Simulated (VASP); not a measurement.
# Ba (P6/mmm) in VASP: a series of runs

Runs on Ba. Level: LDA. Tasks: single point.

Program: VASP 6.6.1. These are calculated values, not measurements. Logs are shortened: lines on timing, memory, paths and dates and some standing lists are left out, and cuts for length are marked.

## Step 1: The crystal as given

Symmetry: P6/mmm, No. 191, hexagonal system. The conventional cell has a = 4.312 Å, b = 4.312 Å, c = 3.913 Å, α = 90.00°, β = 90.00°, γ = 120.00°. Ba (site symmetry 6/mmm) has 8 Ba at 3.91 to 4.31 Å as nearest neighbours.

This isn't the form of Ba at room conditions, which is bcc.

## Step 2: Single point, LDA

INCAR reads:

```
SYSTEM = Ba
ADDGRID = .False.
ALGO = Normal
EDIFF = 0.01
ENCUT = 450
GGA = CA
ISIF = 2
ISMEAR = -1
LASPH = .True.
LCHARG = .False.
LREAL = .False.
LWAVE = .False.
NBANDS = 11
NELM = 100
PREC = Accurate
SIGMA = 0.2
```

KPOINTS reads:

```
k-points
0
Gamma
  4 4 4
  0 0 0
```

POSCAR reads:

```
Ba
1.0
    4.3404360000      0.0427450000      0.0778240000
   -2.1332000000      3.6827230000     -0.0419260000
    0.0706370000     -0.0031590000      3.9204320000
Ba
1
Direct
    0.0107920000      0.0146870000     -0.0229320000
```

Potentials or basis: VASP PAW LDA potentials, release 64 (Ba_sv).

Launch:

```
cat potpaw_LDA.64/Ba_sv/POTCAR > POTCAR
mpirun -np 1 vasp_std > vasp.out
```

OUTCAR:

```text
SYSTEM = Ba
   EDIFF = 0.01
   ENCUT = 450
   GGA = CA
   ISIF = 2
   ISMEAR = -1
   LASPH = .True.
   LREAL = .False.
   NELM = 100
   PREC = Accurate

 Found     36 irreducible k-points:

 Following reciprocal coordinates:
            Coordinates               Weight
  0.000000  0.000000  0.000000      1.000000
  0.250000 -0.000000  0.000000      2.000000
  0.500000 -0.000000  0.000000      1.000000
 -0.000000  0.250000  0.000000      2.000000
  0.250000  0.250000 -0.000000      2.000000
  0.500000  0.250000  0.000000      2.000000
   k-points           NKPTS =     36   k-points in BZ     NKDIM =     36   number of bands    NBANDS=     11
   number of dos      NEDOS =    301   number of ions     NIONS =      1
   total plane-waves  NPLWV =  25200
   dimension x,y,z NGX =    30 NGY =   30 NGZ =   28
   dimension x,y,z NGXF=    60 NGYF=   60 NGZF=   56
   ions per type =               1
   NGX,Y,Z   is equivalent  to a cutoff of  11.49, 11.72, 11.87 a.u.
   NGXF,Y,Z  is equivalent  to a cutoff of  22.98, 23.44, 23.74 a.u.
 SYSTEM =  Ba
   PREC   = accura    normal or accurate (medium, high low for compatibility)
   ISTART =      0    job   : 0-new  1-cont  2-samecut
   ICHARG =      2    charge: 1-file 2-atom 10-const
   ISPIN  =      1    spin polarized calculation?
   LNONCOLLINEAR =      F non collinear calculations
   LSORBIT =      F    spin-orbit coupling
   LASPH  =      T    aspherical Exc in radial PAW
   ENCUT  =  450.0 eV  33.07 Ry    5.75 a.u.   7.51  7.36  6.78*2*pi/ulx,y,z
   NELM   =    100;   NELMIN=  2; NELMDL= -5     # of ELM steps
   EDIFF  = 0.1E-01   stopping-criterion for ELM
   LREAL  =      F    real-space projection
   EDIFFG = 0.1E+00   stopping-criterion for IOM
   NSW    =      0    number of steps for IOM
   IBRION =     -1    ionic relax: 0-MD 1-quasi-New 2-CG
   NFREE  =      0    steps in history (QN), initial steepest desc. (CG)
   ISIF   =      2    stress and relaxation
   ISYM   =      2    0-nonsym 1-usesym 2-fastsym
   POTIM  = 0.5000    time-step for ionic-motion
   TEBEG  =    0.0;   TEEND  =   0.0 temperature during run
   PSTRESS=    0.0 pullay stress
   NELECT =      10.0000    total number of electrons
   NUPDOWN=      -1.0000    fix difference up-down
   EMIN   =  10.00;   EMAX   =-10.00  energy-range for DOS
   EFERMI =   0.00;   METHOD = LEGACY
   ISMEAR =    -1;   SIGMA  =   0.20  broadening in eV -4-tet -1-fermi 0-gaus
   EFERMI_NEDOS =   21; number of points for ismear=-14 and -15
   IALGO  =     38    algorithm
   IMIX   =      4    mixing-type and parameters
     AMIX     =   0.40;   BMIX     =  1.00
     AMIX_MAG =   1.60;   BMIX_MAG =  1.00
  volume/ion in A,a.u.               =      63.00       425.17
  Fermi-wavevector in a.u.,A,eV,Ry     =   0.886379  1.675014 10.689661  0.785668
  Thomas-Fermi vector in A             =   2.007537
   LORBIT       =      0    0 simple, 1 ext, 2 COOP (PROOUT), +10 PAW based schemes
   GGA     = CA    functional components
   LHFCALC =     F    Hartree Fock is set to
   AEXX    =    0.0000 exact exchange contribution
   IVDW    =     0    specifies the selected vdW correction
   LEPSILON=     F    determine dielectric tensor
   LRPA    =     F    only Hartree local field effects (RPA)
 non-spin polarized calculation
  energy-cutoff  :      450.00
  volume of cell :       63.00
 maximum number of plane-waves:      1380
   NGX = 15   NGY = 15   NGZ = 13

 number of electron      10.0000000 magnetization

 Free energy of the ion-electron system (eV)
  ---------------------------------------------------
  ext. energy  EPLUGINS =         0.00000000
  ---------------------------------------------------
  free energy    TOTEN  =        -2.13516718 eV

  energy without entropy =       -1.87651234  energy(sigma->0) =       -2.00583976

 E-fermi :   1.3565     XC(G=0):  -7.6049

 val. band max:        1.2836544205   @ k =  -0.2500   0.5000   0.2500
 cond. band min:       1.3628384502   @ k =   0.5000  -0.0000   0.2500
 fundamental gap:      0.0791840298
 Fermi energy:         1.3564580513

 k-point     1 :       0.0000    0.0000    0.0000
  band No.  band energies     occupation
      1     -27.5217      2.00000
      2     -12.4876      2.00000
      3     -12.4715      2.00000
      4     -12.3767      2.00000
      5      -1.2881      2.00000
      6       1.4496      0.77122
      7       2.9511      0.00069
      8       3.2262      0.00017
      9       6.2263      0.00000
     10       6.2933      0.00000
     11       7.5362      0.00000

 k-point     2 :       0.2500   -0.0000    0.0000
  band No.  band energies     occupation
      1     -27.5016      2.00000
      2     -12.7392      2.00000
      3     -12.5249      2.00000
      4     -12.3520      2.00000
      5      -0.3927      1.99968
      6       1.7087      0.29330
      7       2.2182      0.02655
      8       4.2232      0.00000
      9       5.0457      0.00000
     10       6.0885      0.00000
     11       8.1300      0.00000

 k-point     3 :       0.5000   -0.0000    0.0000
  band No.  band energies     occupation
      1     -27.4815      2.00000
      2     -12.9733      2.00000
      3     -12.5771      2.00000
      4     -12.3268      2.00000
      5       0.4291      1.98080
      6       1.7211      0.27812
      7       2.4115      0.01018
      8       4.3577      0.00000
      9       5.9036      0.00000
     10       6.1702      0.00000
     11       7.3027      0.00000

 k-point     4 :      -0.0000    0.2500    0.0000
  band No.  band energies     occupation
      1     -27.4990      2.00000
      2     -12.7447      2.00000
      3     -12.5477      2.00000
      4     -12.3488      2.00000
      5      -0.3536      1.99961
      6       1.7366      0.26004
      7       2.2845      0.01913
      8       4.0681      0.00000
      9       5.0461      0.00000
     10       5.9948      0.00000
     11       8.2647      0.00000

 k-point     5 :       0.2500    0.2500   -0.0000
  band No.  band energies     occupation
      1     -27.4788      2.00000
      2     -12.8838      2.00000
      3     -12.7037      2.00000
      4     -12.3236      2.00000
      5       0.9162      1.80069
      6       1.6906      0.31661
      7       2.1093      0.04532
      8       4.6330      0.00000
      9       5.3372      0.00000
     10       5.6542      0.00000
     11       6.7719      0.00000

 k-point     6 :       0.5000    0.2500    0.0000
  band No.  band energies     occupation
      1     -27.4791      2.00000
      2     -12.8793      2.00000
      3     -12.7052      2.00000
      4     -12.3242      2.00000
      5       0.9085      1.80750
      6       1.6994      0.30510
      7       2.1028      0.04678
      8       4.6524      0.00000
      9       5.3377      0.00000
     10       5.6569      0.00000
     11       6.7363      0.00000

 [... further k-points ...]

------------------------ aborting loop because EDIFF is reached ----------------------------------------

  FORCE on cell =-STRESS in cart. coord.  units (eV):
  Direction    XX          YY          ZZ          XY          YZ          ZX
  --------------------------------------------------------------------------------------
  -------------------------------------------------------------------------------------
  Total       -0.6500646     -0.6020327     -0.7447274     -0.0315985     -0.0029684      0.0574979
  in kB      -16.5310774    -15.3096301    -18.9383427     -0.8035479     -0.0754857      1.4621648
  external PRESSURE =     -16.9263501 kB  Pullay stress =       0.0000000 kB

 VOLUME and BASIS-vectors are now :
 -----------------------------------------------------------------------------
  energy-cutoff  :      450.00
  volume of cell :       63.00
      direct lattice vectors                 reciprocal lattice vectors
     4.340436000  0.042745000  0.077824000     0.229156949  0.132692299 -0.004021951
    -2.133200000  3.682723000 -0.041926000    -0.002663728  0.269998278  0.000265553
     0.070637000 -0.003159000  3.920432000    -0.004577452  0.000253366  0.255156610

 POSITION                                       TOTAL-FORCE (eV/Angst)
 -----------------------------------------------------------------------------------
      0.08453      0.05146      3.83075         0.000000      0.000000      0.000000
 -----------------------------------------------------------------------------------
    total drift:                               -0.000002     -0.000001     -0.000003

  FREE ENERGIE OF THE ION-ELECTRON SYSTEM (eV)
  ---------------------------------------------------
  free  energy   TOTEN  =        -2.1351671787 eV

  energy  without entropy=       -1.8765123397  energy(sigma->0) =       -2.00583976
```

Run time: 3.7 s. Hardware: 1 thread of Intel Xeon 6975P-C (Granite Rapids), shared host; peak memory 0.15 GiB.

These settings aren't checked as converged: the numbers below hold their error.

What came out:

```yaml
Free_energy: -2.1352 eV
Pressure: -1.7 GPa
```

Caveat: the k mesh is coarse (spacing up to 0.42 Å⁻¹), so the values aren't converged; the mesh shows a gap though the element is a metal.

## Step 3: Single point, LDA

Changes to INCAR since step 2:

```diff
@@ -3,3 +3,3 @@
 ALGO = Normal
-EDIFF = 0.01
+EDIFF = 0.001
 ENCUT = 450
```

KPOINTS is that of step 2.

POSCAR reads:

```
Ba
1.0
    4.3116136979      0.0000000000      0.0000000000
   -2.1558068490      3.7339669937      0.0000000000
    0.0000000000      0.0000000000      3.9134133000
Ba
1
Direct
    0.0000000000      0.0000000000      0.0000000000
```

Potentials or basis: VASP PAW LDA potentials, release 64 (Ba_sv).

Launch:

```
cat potpaw_LDA.64/Ba_sv/POTCAR > POTCAR
mpirun -np 1 vasp_std > vasp.out
```

OUTCAR:

```text
SYSTEM = Ba
   EDIFF = 0.001
   ENCUT = 450
   GGA = CA
   ISIF = 2
   ISMEAR = -1
   LASPH = .True.
   LREAL = .False.
   NELM = 100
   PREC = Accurate

 Found     12 irreducible k-points:

 Following reciprocal coordinates:
            Coordinates               Weight
  0.000000  0.000000  0.000000      1.000000
  0.250000  0.000000  0.000000      6.000000
  0.500000  0.000000  0.000000      3.000000
  0.250000  0.250000  0.000000      6.000000
  0.000000  0.000000  0.250000      2.000000
  0.250000  0.000000  0.250000     12.000000
   k-points           NKPTS =     12   k-points in BZ     NKDIM =     12   number of bands    NBANDS=     11
   number of dos      NEDOS =    301   number of ions     NIONS =      1
   total plane-waves  NPLWV =  25200
   dimension x,y,z NGX =    30 NGY =   30 NGZ =   28
   dimension x,y,z NGXF=    60 NGYF=   60 NGZF=   56
   ions per type =               1
   NGX,Y,Z   is equivalent  to a cutoff of  11.57, 11.57, 11.89 a.u.
   NGXF,Y,Z  is equivalent  to a cutoff of  23.13, 23.13, 23.79 a.u.
 SYSTEM =  Ba
   PREC   = accura    normal or accurate (medium, high low for compatibility)
   ISTART =      0    job   : 0-new  1-cont  2-samecut
   ICHARG =      2    charge: 1-file 2-atom 10-const
   ISPIN  =      1    spin polarized calculation?
   LNONCOLLINEAR =      F non collinear calculations
   LSORBIT =      F    spin-orbit coupling
   LASPH  =      T    aspherical Exc in radial PAW
   ENCUT  =  450.0 eV  33.07 Ry    5.75 a.u.   7.46  7.46  6.77*2*pi/ulx,y,z
   NELM   =    100;   NELMIN=  2; NELMDL= -5     # of ELM steps
   EDIFF  = 0.1E-02   stopping-criterion for ELM
   LREAL  =      F    real-space projection
   EDIFFG = 0.1E-01   stopping-criterion for IOM
   NSW    =      0    number of steps for IOM
   IBRION =     -1    ionic relax: 0-MD 1-quasi-New 2-CG
   NFREE  =      0    steps in history (QN), initial steepest desc. (CG)
   ISIF   =      2    stress and relaxation
   ISYM   =      2    0-nonsym 1-usesym 2-fastsym
   POTIM  = 0.5000    time-step for ionic-motion
   TEBEG  =    0.0;   TEEND  =   0.0 temperature during run
   PSTRESS=    0.0 pullay stress
   NELECT =      10.0000    total number of electrons
   NUPDOWN=      -1.0000    fix difference up-down
   EMIN   =  10.00;   EMAX   =-10.00  energy-range for DOS
   EFERMI =   0.00;   METHOD = LEGACY
   ISMEAR =    -1;   SIGMA  =   0.20  broadening in eV -4-tet -1-fermi 0-gaus
   EFERMI_NEDOS =   21; number of points for ismear=-14 and -15
   IALGO  =     38    algorithm
   IMIX   =      4    mixing-type and parameters
     AMIX     =   0.40;   BMIX     =  1.00
     AMIX_MAG =   1.60;   BMIX_MAG =  1.00
  volume/ion in A,a.u.               =      63.00       425.17
  Fermi-wavevector in a.u.,A,eV,Ry     =   0.886379  1.675014 10.689660  0.785668
  Thomas-Fermi vector in A             =   2.007537
   LORBIT       =      0    0 simple, 1 ext, 2 COOP (PROOUT), +10 PAW based schemes
   GGA     = CA    functional components
   LHFCALC =     F    Hartree Fock is set to
   AEXX    =    0.0000 exact exchange contribution
   IVDW    =     0    specifies the selected vdW correction
   LEPSILON=     F    determine dielectric tensor
   LRPA    =     F    only Hartree local field effects (RPA)
 non-spin polarized calculation
  energy-cutoff  :      450.00
  volume of cell :       63.00
 maximum number of plane-waves:      1382
 NGX is ok and might be reduce to    30
   NGX = 15   NGY = 15   NGZ = 13

 number of electron      10.0000000 magnetization

 Free energy of the ion-electron system (eV)
  ---------------------------------------------------
  ext. energy  EPLUGINS =         0.00000000
  ---------------------------------------------------
  free energy    TOTEN  =        -2.13170666 eV

  energy without entropy =       -1.87335922  energy(sigma->0) =       -2.00253294

 E-fermi :   1.3776     XC(G=0):  -7.5962

 val. band max:        1.2760842199   @ k =   0.2500   0.2500   0.2500
 cond. band min:       1.3991298382   @ k =   0.5000   0.0000   0.2500
 fundamental gap:      0.1230456183
 Fermi energy:         1.3775712401

 k-point     1 :       0.0000    0.0000    0.0000
  band No.  band energies     occupation
      1     -27.5261      2.00000
      2     -12.4762      2.00000
      3     -12.4762      2.00000
      4     -12.3559      2.00000
      5      -1.2698      2.00000
      6       1.4797      0.75004
      7       3.0980      0.00037
      8       3.0980      0.00037
      9       6.3051      0.00000
     10       6.3051      0.00000
     11       7.5320      0.00000
[... 57 lines left out ...]
 k-point     6 :       0.2500    0.0000    0.2500
  band No.  band energies     occupation
      1     -27.4719      2.00000
      2     -12.7327      2.00000
      3     -12.6853      2.00000
      4     -12.4959      2.00000
      5       0.3448      1.98863
      6       2.1762      0.03621
      7       2.9644      0.00072
      8       3.8626      0.00001
      9       4.2032      0.00000
     10       4.7237      0.00000
     11       8.2566      0.00000

 [... further k-points ...]

------------------------ aborting loop because EDIFF is reached ----------------------------------------

  FORCE on cell =-STRESS in cart. coord.  units (eV):
  Direction    XX          YY          ZZ          XY          YZ          ZX
  --------------------------------------------------------------------------------------
  -------------------------------------------------------------------------------------
  Total       -0.5062528     -0.5062528     -0.2687428      0.0000000      0.0000000     -0.0000000
  in kB      -12.8739554    -12.8739554     -6.8341017      0.0000000      0.0000000     -0.0000000
  external PRESSURE =     -10.8606708 kB  Pullay stress =       0.0000000 kB

 VOLUME and BASIS-vectors are now :
 -----------------------------------------------------------------------------
  energy-cutoff  :      450.00
  volume of cell :       63.00
      direct lattice vectors                 reciprocal lattice vectors
     4.311613698  0.000000000  0.000000000     0.231931724  0.133905844  0.000000000
    -2.155806849  3.733966994  0.000000000     0.000000000  0.267811687  0.000000000
     0.000000000  0.000000000  3.913413300     0.000000000  0.000000000  0.255531405

 POSITION                                       TOTAL-FORCE (eV/Angst)
 -----------------------------------------------------------------------------------
      0.00000      0.00000      0.00000        -0.000000      0.000000      0.000000
 -----------------------------------------------------------------------------------
    total drift:                                0.000000      0.000000     -0.000000

  FREE ENERGIE OF THE ION-ELECTRON SYSTEM (eV)
  ---------------------------------------------------
  free  energy   TOTEN  =        -2.1317066647 eV

  energy  without entropy=       -1.8733592220  energy(sigma->0) =       -2.00253294
```

Wall time 2.2 s (1 thread of Intel Xeon 6975P-C (Granite Rapids), shared host); peak memory 0.14 GiB.

These settings aren't checked as converged: the numbers below hold their error.

Results:

```
Free energy : -2.1317 eV
Pressure    : -1.1 GPa
```

Caveat: the k mesh is coarse (spacing up to 0.42 Å⁻¹), so the values aren't converged; the mesh shows a gap though the element is a metal.

## Step 4: Single point, LDA

INCAR is that of step 3.

KPOINTS is that of step 3.

POSCAR reads:

```
Ba
1.0
    4.3404360000      0.0427450000      0.0778240000
   -2.1332000000      3.6827230000     -0.0419260000
    0.0706370000     -0.0031590000      3.9204320000
Ba
1
Direct
    0.0107920000      0.0146870000     -0.0229320000
```

Launch:

```
cat potpaw_LDA.64/Ba_sv/POTCAR > POTCAR
mpirun -np 1 vasp_std > vasp.out
```

It took 4.7 s on 1 thread of Intel Xeon 6975P-C (Granite Rapids), shared host; peak memory 0.15 GiB.

The run converged, but some of its settings lie outside the range that counts as converged, so its numbers aren't taken as properties of the crystal.

Results:

```
Free energy : -2.1323 eV
Pressure    : -1.1 GPa
```

Caveat: the k mesh is coarse (spacing up to 0.42 Å⁻¹), so the values aren't converged; the mesh shows a gap though the element is a metal.

## Step 5: Single point, LDA

Changes to INCAR since step 4:

```diff
@@ -3,3 +3,3 @@
 ALGO = Normal
-EDIFF = 0.001
+EDIFF = 1E-4
 ENCUT = 450
```

KPOINTS is that of step 4.

POSCAR reads:

```
Ba
1.0
    4.3116136979      0.0000000000      0.0000000000
   -2.1558068490      3.7339669937      0.0000000000
    0.0000000000      0.0000000000      3.9134133000
Ba
1
Direct
    0.0000000000      0.0000000000      0.0000000000
```

Launch:

```
cat potpaw_LDA.64/Ba_sv/POTCAR > POTCAR
mpirun -np 1 vasp_std > vasp.out
```

Wall time 2.3 s (1 thread of Intel Xeon 6975P-C (Granite Rapids), shared host); peak memory 0.14 GiB.

The run converged, but some of its settings lie outside the range that counts as converged, so its numbers aren't taken as properties of the crystal.

What came out:

```
Free energy : -2.1317 eV
Pressure    : -1.1 GPa
```

Caveat: the k mesh is coarse (spacing up to 0.42 Å⁻¹), so the values aren't converged; the mesh shows a gap though the element is a metal.

(Continued in part 2 of 2.)
